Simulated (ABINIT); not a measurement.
A run of ABINIT 10.8.3 (patched build) is set up as follows.

run.abi

```
# Datasets: ground state, then fixed potential
ndtset 2

# Pseudopotentials
pp_dirpath "./"
pseudos "Si.GGA_PBE-JTH.xml, C.GGA_PBE-JTH.xml"

# Structure
acell 3*1.0 Angstrom
rprim
     3.0756941497     0.0000000000     0.0000000000
    -1.5378470748     2.6636292679     0.0000000000
     0.0000000000     0.0000000000    10.0706464800
ntypat 2
znucl 14 6
natom 8
typat 1 1 1 1 2 2 2 2
xcart
     0.0000000000     0.0000000000     3.5757735548
     0.0000000000     0.0000000000    13.0911554274
    -0.0000000002     3.3556865427     8.3324672791
     2.9061097933     1.6778432711    17.8478491516
     0.0000000000     0.0000000000     0.0087551029
     0.0000000000     0.0000000000     9.5241369754
    -0.0000000002     3.3556865427     4.7539340732
     2.9061097933     1.6778432711    14.2693159458

# Plane-wave basis
ecut 19.0
pawecutdg 38.0
pawxcdev 0

# Exchange and correlation
ixc -106132

# Bands and occupations
occopt 3
tsmear 0.05 eV

# SCF cycle
nstep 100

# Output
iomode 3
prtwf 0
prteig 0
prtebands 0
enunit 1
prtden1 1

# Dataset 1
kptopt1 1
ngkpt1 10 10 3
nshiftk1 1
shiftk1 0.0 0.0 0.0
nband1 21
tolvrs1 1.0e-9

# Dataset 2: bands along G-M-K-G-A-L-H-A
iscf2 -2
getden2 1
nband2 27
nbdbuf2 4
tolwfr2 1.0e-11
kptopt2 -7
ndivsm2 5
prteig2 1
prtvol2 -3
kptbounds2
     0.0000000000     0.0000000000     0.0000000000
     0.5000000000     0.0000000000     0.0000000000
     0.3333333333     0.3333333333     0.0000000000
     0.0000000000     0.0000000000     0.0000000000
     0.0000000000     0.0000000000     0.5000000000
     0.5000000000     0.0000000000     0.5000000000
     0.3333333333     0.3333333333     0.5000000000
     0.0000000000     0.0000000000     0.5000000000
```

Potentials or basis: JTH PAW PBE v2.0.

Command:

```bash
$ abinit run.abi > log 2>&1
```

Predict the pressure.

4.7 GPa.

Estimate the largest force.

0.006 eV/Å.

Levels at the corners of the path, in eV from the valence-band top:
| point | band 12 | band 13 | band 14 | band 15 | band 16 | band 17 | band 18 | band 19 | band 20 | band 21 |
| --- | --- | --- | --- | --- | --- | --- | --- | --- | --- | --- |
| Γ | -0.59 | -0.59 | -0.05 | 0.00 | 0.00 | 5.12 | 5.68 | 6.29 | 6.33 | 6.98 |
| M | -2.40 | -2.38 | -2.24 | -1.59 | -1.14 | 2.30 | 2.42 | 4.28 | 4.78 | 5.35 |
| K | -4.38 | -3.99 | -2.87 | -2.87 | -1.69 | 4.06 | 4.06 | 5.24 | 5.66 | 5.66 |
| Γ | -0.59 | -0.59 | -0.05 | 0.00 | 0.00 | 5.12 | 5.68 | 6.29 | 6.33 | 6.98 |
| A | -1.05 | -0.21 | -0.21 | -0.21 | -0.21 | 5.32 | 5.32 | 6.77 | 6.77 | 7.08 |
| L | -3.03 | -2.51 | -2.51 | -1.57 | -1.57 | 2.71 | 2.71 | 4.28 | 4.28 | 6.14 |
| H | -5.02 | -2.76 | -2.76 | -2.46 | -2.46 | 3.32 | 3.32 | 6.74 | 6.74 | 6.81 |
| A | -1.05 | -0.21 | -0.21 | -0.21 | -0.21 | 5.32 | 5.32 | 6.77 | 6.77 | 7.08 |

Caveat: the PAW data sets were made with another functional, which shifts forces and pressure a little.
